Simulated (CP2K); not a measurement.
Runs of CP2K 2026.2 on Tc. Symmetry: P6_3/mmc, No. 194, hexagonal system. The conventional cell has a = 2.740 Å, b = 2.740 Å, c = 4.398 Å, α = 90.00°, β = 90.00°, γ = 120.00°. Tc (site symmetry -6m2) has 12 Tc at 2.71 to 2.74 Å as nearest neighbours. 

```tsv
task	level	potentials or basis	basis sets	potentials	points a segment of the path (NPOINTS)	bands added on the path	CUTOFF of the grids	gap on the mesh (eV)	pressure (GPa)
band structure	PBEsol	POTENTIAL_UZH Tc GTH-PBE-q15; TZVP-MOLOPT-PBE-GTH basis	Tc TZVP-MOLOPT-PBE-GTH-q15	Tc GTH-PBE-q15 of POTENTIAL_UZH	10	6	675 Ry	none	-2.1
band structure	WC	POTENTIAL_UZH Tc GTH-PBE-q15; TZVP-MOLOPT-PBE-GTH basis	Tc TZVP-MOLOPT-PBE-GTH-q15	Tc GTH-PBE-q15 of POTENTIAL_UZH	10	6	675 Ry	none	-0.2
single point	PBE	POTENTIAL_UZH Tc GTH-PBE-q15; TZVP-MOLOPT-PBE-GTH basis	Tc TZVP-MOLOPT-PBE-GTH-q15	Tc GTH-PBE-q15 of POTENTIAL_UZH	-	-	450 Ry	none	6.9
band structure	PBE	POTENTIAL_UZH Tc GTH-PBE-q15; TZVP-MOLOPT-PBE-GTH basis	Tc TZVP-MOLOPT-PBE-GTH-q15	Tc GTH-PBE-q15 of POTENTIAL_UZH	10	6	675 Ry	none	6.9
atomic charges	PBE	GTH_POTENTIALS Tc GTH-PBE-q15; DZVP-MOLOPT-SR-GTH basis	Tc DZVP-MOLOPT-SR-GTH-q15	Tc GTH-PBE-q15 of GTH_POTENTIALS	-	-	450 Ry	none	(a)
```

Alike in all rows: no spin polarisation; cell as given; k mesh 11 × 11 × 6; smearing fermi-dirac 0.05 eV.

Problem. Estimate the missing entries.

Solution. (a) 3.0.

Caveats: the basis of atomic orbitals isn't converged, which shifts pressures, moduli and gaps; the potentials were made for another functional, which shifts forces and pressure (some runs).

A k mesh can miss the band edges, and the runs leave out spin-orbit coupling on Tc.

A gap of «none» marks a metal or a gap under the smearing width.

Not every run made on this cell is shown here.
